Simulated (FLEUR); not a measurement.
**MgS under changes of volume**

One of the cells (22.740 Å³/atom); the others are scaled copies at fixed shape and fractional positions:

```
CELL_PARAMETERS angstrom
0.00000 2.83312 2.83312
2.83312 0.00000 2.83312
2.83312 2.83312 0.00000
ATOMIC_POSITIONS crystal
S 0.25000 0.25000 0.25000
Mg 0.00000 0.00000 0.00000
```

The cell comes from a database or a generator and needn't be the stable form of this composition.

```yaml
Program: FLEUR MaX-R8.1 (later development tree)
Functional: Wu-Cohen GGA
Potentials_or_basis: all-electron
Basis: FLAPW
Kmax: 4 1/bohr
k_mesh: 8 × 8 × 8
Occupations: gaussian, width 0.1 eV
Spin: no spin polarisation
```

| volume (Å³/atom) | energy over the lowest point (meV/atom) | gap on the mesh (eV) |
| --- | --- | --- |
| 21.376 | 13.24 | 3.57 |
| 21.831 | 5.04 | 3.47 |
| 22.740 | 0.00 | 3.27 |
| 23.650 | 7.82 | 3.08 |
| 24.105 | ? | ? |

Question: What does the run at 24.105 Å³/atom give?

Answer: Energy over the lowest point 15.85 meV/atom; gap on the mesh 3.00 eV.

Worked out: A Birch-Murnaghan fit of order 2 (a polynomial in V^(-2/3)) to the other rows has its minimum at 22.61 Å³/atom with B0 = V·E''(V) = 58 GPa. It gives 15.80 meV/atom at 24.105 Å³/atom, against the run's 15.85. A straight line through the other rows of the gap, of slope -4.86 eV per unit of ln V (its deformation potential), extrapolates to 2.99 eV, against the run's 3.00.

Energies are extrapolated to zero smearing.

Caveats: the plane-wave cutoff is short for the semicore states, which can make moduli rough.

A mesh can miss the band edges.
